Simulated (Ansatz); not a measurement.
## Calculated with Ansatz: SiSe2, settings compared

The input file (Ansatz 0.2.0, plane waves):

```yaml
crystal:
  lattice:
    - [0.0, 0.0, 5.801652]
    - [5.010994, -2.958424, 2.900826]
    - [5.010994, 2.958424, -2.900826]
  atoms:
    - { symbol: Si, position: [0.25, 0.0, 0.0] }
    - { symbol: Si, position: [0.75, 0.0, 0.0] }
    - { symbol: Se, position: [0.217, 0.9, 0.334] }
    - { symbol: Se, position: [0.783, 0.1, 0.666] }
    - { symbol: Se, position: [0.283, 0.334, 0.9] }
    - { symbol: Se, position: [0.717, 0.666, 0.1] }
  symmetry: { tolerance: 0.0003 }
kpoints:
  mp_grid: { grid: [4, 4, 4], shift: [0, 0, 0] }
magnetization:
  spin_polarized: false
scf:
  occupations: { method: fermi_dirac }
hamiltonian:
  pseudopotentials: { kind: paw }
  xc: pbe
basis:
  ecutwfc: 420
output:
  forces: true
  stress: true
  eigenvalues: true
relax:
  max_steps: 40
  cell: {}
```

Run with:

```bash
ansatz run input.yaml --threads 1 --pin off --max-ram 2560MiB --backend cpu --events-out ev --progress --plain --runs-dir out
```

Origin of the cell: a known structure type with other elements, at an estimated volume, so it need not be a known compound.

The smearing width isn't typed, so it takes its default of 0.1 eV.

Output of this run (shortened):

```
Pseudopotentials: kind: paw
Pseudopotential: Si, paw, valence charge 4, recommended cutoff 420 eV (normal), Si.paw.azcp
Pseudopotential: Se, paw, valence charge 16, recommended cutoff 420 eV (normal), Se.paw.azcp
Functional definition: PBE
  exchange = pbe_x(kappa = kappa, mu = beta*pi^2/3)
  correlation = pbe_c(beta = beta)
Crystal: 6 atoms, lattice volume = 172.015 Å³
Basis set: ecut = 420 eV, 3361 PW (Γ), exchange–correlation on 80×90×90 points (8 copies of the dense FFT grid, shifted against one another)
Bands: 44, of which v1, the nominal top of the filled ones, is band 36 counted from 1 (35 counted from 0)
Symmetry: 8 space group operations
Space group: Ibam (ITA 72), of the structure as read, at distance tolerance 1.7e-3 Å
k-points: 18 of 64
[… 4 lines left out …]
Initial density: superposition of atomic densities (neutral atoms: chi_scale 0, normalization atom), corrected by the library's trained network
Functional: x = pbe(κ = 0.804, μ = 0.219515), c = pbe(β = 0.066725)
SCF iter   1: F=—  HF=-23150.519207 eV  Δρ=1.08e-3  dr2=1.08e-3
SCF iter   2: F=—  HF=-23150.520737 eV  Δρ=5.97e-4  dr2=4.16e-4
SCF iter   3: F=—  HF=-23150.521255 eV  Δρ=2.00e-4  dr2=6.33e-5
SCF iter   4: F=—  HF=-23150.521346 eV  Δρ=6.70e-5  dr2=1.09e-5
SCF iter   5: F=—  HF=-23150.521354 eV  Δρ=1.87e-5  dr2=1.38e-6
SCF iter   6: F=—  HF=-23150.521354 eV  Δρ=7.87e-6  dr2=2.26e-7
SCF iter   7: F=-23150.521354 eV  HF=-23150.521354 eV  Δρ=1.73e-6  dr2=7.77e-9
relax step   1: F+E_penalty+E_count = -23150.521354 eV  Δ(F+E_penalty+E_count) = +0.000e0 eV  max|allowed force component| = 4.838e-1 eV/Å  Δτ_max = 0.0000 Å  P = +3.364 GPa  Ω = 172.015 Å³ […]
relax step   2: F+E_penalty+E_count = -23150.648139 eV  Δ(F+E_penalty+E_count) = -1.268e-1 eV  max|allowed force component| = 1.437e-1 eV/Å  Δτ_max = 0.0570 Å  P = +0.879 GPa  Ω = 187.591 Å³ […]
relax step   3: F+E_penalty+E_count = -23150.671709 eV  Δ(F+E_penalty+E_count) = -2.357e-2 eV  max|allowed force component| = 4.927e-2 eV/Å  Δτ_max = 0.0327 Å  P = +0.060 GPa  Ω = 196.431 Å³ […]
relax step   4: F+E_penalty+E_count = -23150.679731 eV  Δ(F+E_penalty+E_count) = -8.021e-3 eV  max|allowed force component| = 9.762e-3 eV/Å  Δτ_max = 0.0444 Å  P = -0.062 GPa  Ω = 206.145 Å³ […]
relax step   5: F+E_penalty+E_count = -23150.681329 eV  Δ(F+E_penalty+E_count) = -1.598e-3 eV  max|allowed force component| = 2.800e-2 eV/Å  Δτ_max = 0.0245 Å  P = -0.029 GPa  Ω = 210.465 Å³ […]
relax step   6: F+E_penalty+E_count = -23150.682252 eV  Δ(F+E_penalty+E_count) = -9.230e-4 eV  max|allowed force component| = 4.462e-4 eV/Å  Δτ_max = 0.0151 Å  P = +0.006 GPa  Ω = 211.530 Å³ […]
relax step   7: F+E_penalty+E_count = -23150.688904 eV  Δ(F+E_penalty+E_count) = -6.652e-3 eV  max|allowed force component| = 1.022e-3 eV/Å  Δτ_max = 0.0000 Å  P = +0.049 GPa  Ω = 211.530 Å³  stress off target by 7.05e-2 GPa […]
relax step   8: F+E_penalty+E_count = -23150.689897 eV  Δ(F+E_penalty+E_count) = -9.934e-4 eV  max|allowed force component| = 2.926e-3 eV/Å  Δτ_max = 0.0167 Å  P = +0.017 GPa  Ω = 215.794 Å³ […]
relax step   9: F+E_penalty+E_count = -23150.690097 eV  Δ(F+E_penalty+E_count) = -2.001e-4 eV  max|allowed force component| = 5.074e-3 eV/Å  Δτ_max = 0.0162 Å  P = +0.019 GPa  Ω = 220.020 Å³ […]
relax step  10: F+E_penalty+E_count = -23150.690056 eV  Δ(F+E_penalty+E_count) = +4.176e-5 eV  max|allowed force component| = 2.907e-3 eV/Å  Δτ_max = 0.0034 Å  P = -0.006 GPa  Ω = 221.104 Å³ […]
relax step  11: F+E_penalty+E_count = -23150.690659 eV  Δ(F+E_penalty+E_count) = -6.029e-4 eV  max|allowed force component| = 2.990e-3 eV/Å  Δτ_max = 0.0000 Å  P = -0.007 GPa  Ω = 221.104 Å³  stress off target by 1.23e-2 GPa […]
the search or the solves at the SCF's close seem to have found levels that the self-consistency loop had missed (the run counts 1). By its estimate they hold under 1e-12 electrons; where the […]
SCF 11 converged in 10 iterations: F = -23150.690659 eV  dr2 = 2.61e-13
basis re-selected at this cell: Δ(F+E_penalty+E_count) = -6.029e-4 eV, ΔP = -0.001 GPa vs the last step (what re-selecting the basis moved, of the pressure what is left beyond the Pulay corre […]
SCF converged after 10 iterations
Free energy (F): -23150.690659 eV
Harris-Foulkes:  -23150.690659 eV  (|F-HF|=1.82e-11)
Internal energy: -23150.690648 eV  (E = F + TS)
E sigma→0 (E₀):  -23150.690653 eV
Entropy (-TS):   -0.000011 eV (-0.002 meV/atom)
Fermi energy:    3.281733 eV
--- Per-component energies (eV) ---
  E_band       = -1888.261986
  E_kinetic    = 555.304793
  E_local      = -12910.806596  (includes V_loc(G=0)·N_el)
  E_nonlocal   = -2333.716311
  E_hartree    = 6207.125468
  E_xc         = -526.630028
  E_vxc        = -485.096239  (∫ρ·V_xc dr)
  E_paw        = -8669.923161  (= ΣΔE_a)
  E_vpaw       = 871.803704  (= ΣTr[D̂ρ^β])
  E_aug_tail   = -0.002313  (compensation charges beyond the density's cutoff)
  E_ewald      = -5472.042500
  E_smearing   = -0.000011  (= −TS)
  Σ components = -23150.690659   (vs F -23150.690659, Δ=0.00e0)
--- Forces (eV/Å), atoms counted from 1 ---
  atom   1  Si     0.000000    -0.000000    -0.000000
  atom   2  Si     0.000000     0.000000     0.000000
  atom   3  Se    -0.002990    -0.001687     0.000000
  atom   4  Se     0.002990     0.001687    -0.000000
  atom   5  Se    -0.002990     0.001687     0.000000
  atom   6  Se     0.002990    -0.001687    -0.000000
  max |Σ_I F_I| component: 8.67e-19 eV/Å
--- Stress (GPa, compression-positive) ---
       -0.000591       0.000000       0.000000
        0.000000      -0.012303      -0.000000
        0.000000      -0.000000      -0.009311
  P = ⅓ Tr σ = -0.0074 GPa (-0.074 kbar)
--- Relaxed structure (9 steps of the walk, 9 accepted, 2 SCFs on fresh bases) ---
  F+E_penalty+E_count = -23150.690659 eV   max|allowed force component| = 2.990e-3 eV/Å   (the final SCF, on the basis selected at the relaxed cell)
  cell:  # Å, volume = 221.1044 Å³
    - [0.0, 0.0, 5.933451]
    - [5.578080, -3.340221, 2.966726]
    - [5.578080, 3.340221, -2.966726]
  atoms:
    - { symbol: Si, position: [0.25, 2.287e-19, -1.133e-19] }
    - { symbol: Si, position: [0.75, 2.287e-19, -1.133e-19] }
    - { symbol: Se, position: [0.187579, 0.923233, 0.298391] }
    - { symbol: Se, position: [0.812421, 0.076767, 0.701609] }
    - { symbol: Se, position: [0.312421, 0.298391, 0.923233] }
    - { symbol: Se, position: [0.687579, 0.701609, 0.076767] }
```

The same input was run again with these changes:

1. `scf.mixing.preconditioner` default → ldos
2. `scf.initial_density.chi_scale` default → 0.1
3. `basis.ecutwfc` 420 → "600 eV"
4. `scf.lower_state_search` default → light; `scf.eigensolver.kind` default → davidson; `basis.precision` default → f64

| run | end | SCF iterations | volume (Å³/atom) | max force component (eV/Å) | moment (μB) | ΔE(σ→0) (meV/atom) |
| --- | --- | --- | --- | --- | --- | --- |
| base | converged | 81 | 36.85 | 0.003 | – | 0 |
| 1 | converged | 74 | 36.85 | 0.003 | – | 0.00 |
| 2 | converged | 82 | 36.85 | 0.003 | – | 0.00 |
| 3 | converged | 60 | 36.85 | 0.001 | – | -0.35 |
| 4 | converged | 82 | 36.85 | 0.003 | – | 0.00 |

Energies are compared only where functional, datasets, charge and starting cell are the same.

Caveats of the base run: the relaxation held the start's symmetry, so the end may be a saddle point.

The base run ran for 68 s on 1 thread of Intel(R) Xeon(R) Platinum 8375C CPU @ 2.90GHz (Ice Lake) (shared host), peak memory 0.59 GiB, from the program's own first density.
